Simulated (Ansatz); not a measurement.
**InSe: stress in a strained cell**

InSe is deformed so: equal xx and yy strain of +2 %. What stress and forces result, by LAPW, PAW and all-electron datasets made for the crystal?

A COD entry behind a cell of this session may itself be a prediction, so a difference from it is no test against experiment.

Program: Ansatz 0.2.0. Level of theory: DFT PBEsol, scalar-relativistic. These are calculated values, not measurements.

**1. The system as given**

It takes space group R3m (No. 160, trigonal). The conventional cell has a = 4.000 Å, b = 4.000 Å, c = 24.950 Å, α = 90.00°, β = 90.00°, γ = 120.00°. In (site symmetry 3m) has 3 Se at 2.64 Å and 1 In at 2.80 Å as nearest neighbours. Se (site symmetry 3m) has 3 In at 2.64 Å as nearest neighbours.

As a file:

```
In Se
1.0
     2.00000    1.15470    8.31667
    -2.00000    1.15470    8.31667
     0.00000   -2.30940    8.31667
In Se
2 2
Direct
  0.00000 0.00000 0.00000
  0.11220 0.11220 0.11220
  0.61550 0.61550 0.61550
  0.83000 0.83000 0.83000
```

Atoms are numbered in the order of the input: In1, In2, Se3, Se4.

**2. After the deformation**

Space group R3m before, R3m after.

**3. Full-potential LAPW**

The input, input.yaml:

```yaml
crystal:
  lattice:
    - [2.0399996433, 1.1777943432, 8.31667]
    - [-2.0399996433, 1.1777943432, 8.31667]
    - [0.0, -2.3555886865, 8.31667]
  atoms:
    - { symbol: In, position: [0.0, 0.0, 0.0] }
    - { symbol: In, position: [0.1122, 0.1122, 0.1122] }
    - { symbol: Se, position: [0.6155, 0.6155, 0.6155] }
    - { symbol: Se, position: [0.83, 0.83, 0.83] }
kpoints:
  mp_grid: { grid: [7, 7, 7] }
  band_path:
    path:
      - [0.0, 0.0, 0.0]
      - [-0.5, -0.5, -0.5]
      - [-0.5, -0.1800372, -0.8199628]
      - [-0.1800372, 0.1800372, -0.5]
      - [0.0, 0.0, -0.5]
      - [0.0, 0.0, 0.0]
      - [0.0, 0.3400186, -0.3400186]
      - [-0.3400186, 0.0, -0.6599814]
      - [-0.5, 0.0, -0.5]
    npoints: 5
scf:
  occupations: { method: fermi_dirac, width: 0.01 }
hamiltonian:
  xc: pbesol
  pseudopotentials: { kind: all_electron, lapw: { basis_error: 0.001 } }
output:
  forces: true
  stress: true
  eigenvalues: true
```

On the command line:

```sh
ansatz run input.yaml --threads 1 --pin off --max-ram 6144MiB --backend cpu --events-out ev --progress --plain --runs-dir out
```

**4. PAW with frozen cores**

The input, input.yaml:

```yaml
crystal:
  lattice:
    - [2.0399996433, 1.1777943432, 8.31667]
    - [-2.0399996433, 1.1777943432, 8.31667]
    - [0.0, -2.3555886865, 8.31667]
  atoms:
    - { symbol: In, position: [0.0, 0.0, 0.0] }
    - { symbol: In, position: [0.1122, 0.1122, 0.1122] }
    - { symbol: Se, position: [0.6155, 0.6155, 0.6155] }
    - { symbol: Se, position: [0.83, 0.83, 0.83] }
kpoints:
  mp_grid: { grid: [7, 7, 7] }
scf:
  occupations: { method: fermi_dirac, width: 0.01 }
hamiltonian:
  xc: pbesol
  pseudopotentials: { kind: paw }
output:
  forces: true
  stress: true
  eigenvalues: true
  efg: { contact_densities: true }
```

**5. All-electron PAW on datasets made for the crystal**

Changes to input.yaml since step 4:

```diff
@@ -16,3 +16,3 @@
   xc: pbesol
-  pseudopotentials: { kind: paw }
+  pseudopotentials: { kind: all_electron, datasets: crystal }
 output:
```

(Steps that only read results are left out.)

**Question.** What will these runs give? Wanted: pressure; largest shear or deviatoric stress.

As calculated:

| quantity | value |
| --- | --- |
| pressure | LAPW -1.66, PAW -1.67, crystal datasets -1.66 GPa |
| largest shear or deviatoric stress (LAPW) | 0.50 GPa |

What this shows: The largest part of the stress beyond the pressure is 0.50 GPa in size, in the zz component; the atoms are carried along and not relaxed. No run of the undeformed cell stands beside it, so the pressure holds what the given cell had before the change. PAW: stress within 0.01 GPa of LAPW, forces within 1 meV/Å. Crystal datasets: stress within 0.01 GPa of LAPW, forces within 1 meV/Å.
